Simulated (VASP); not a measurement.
Input of a VASP 6.6.1 run:

The input INCAR:

```
SYSTEM = GaSb
  PREC = Accurate
  ENCUT = 520
  EDIFF = 1E-6
  ISMEAR = -1
  SIGMA = 0.05
  LREAL = .FALSE.
  LASPH = .TRUE.
  NELM = 100
  ALGO = Normal
  ISIF = 2
  LWAVE = .FALSE.
  LCHARG = .FALSE.
  GGA = RE
  IVDW = 12
  NBANDS = 16
```

KPOINTS

```
Automatic mesh
0
G
  8 8 8
  0 0 0
```

File POSCAR:

```
GaSb
1.0
    0.0000000000      3.0992546163      3.0992546163
    3.0992546163      0.0000000000      3.0992546163
    3.0992546163      3.0992546163      0.0000000000
Sb Ga
1 1
Direct
    0.7500000000      0.7500000000      0.7500000000
    0.0000000000      0.0000000000      0.0000000000
```

Potentials or basis: VASP PAW PBE potentials, release 64 (Sb, Ga_d).

Launch:

```bash
$ cat potpaw_PBE.64/Sb/POTCAR potpaw_PBE.64/Ga_d/POTCAR > POTCAR
$ mpirun -np 1 vasp_std > vasp.out
```

**Question.** What does it give for the band gap on the k mesh?

**Answer.** Zero (filled and empty bands touch).

**Question.** Predict the pressure.

**Answer.** -2.1 GPa.

**Question.** Predict the dispersion energy per atom.

**Answer.** -0.601 eV.

Caveat: the PAW data sets were made with another functional, which shifts forces and pressure a little; spin-orbit coupling is left out, which moves the levels of the heavy elements; pairwise dispersion overbinds metals, which lowers pressure and volume.

**Experimental background.**

A printed reference work, data compilation reports, for a bulk crystal of GaSb at 4.2 K: band gap 0.811 eV (direct).

Against the measured gap of GaSb, 0.811 eV (direct; 4.2 K; a printed reference work, data compilation), the calculated 0.00 eV is off by -0.81 eV. Spin-orbit coupling on Ga, Sb is left out. The value is that of revPBE+D3(BJ) on a finite k mesh, which can miss the band edges, without temperature or zero-point motion. Semilocal functionals fall short of measured gaps as a rule.
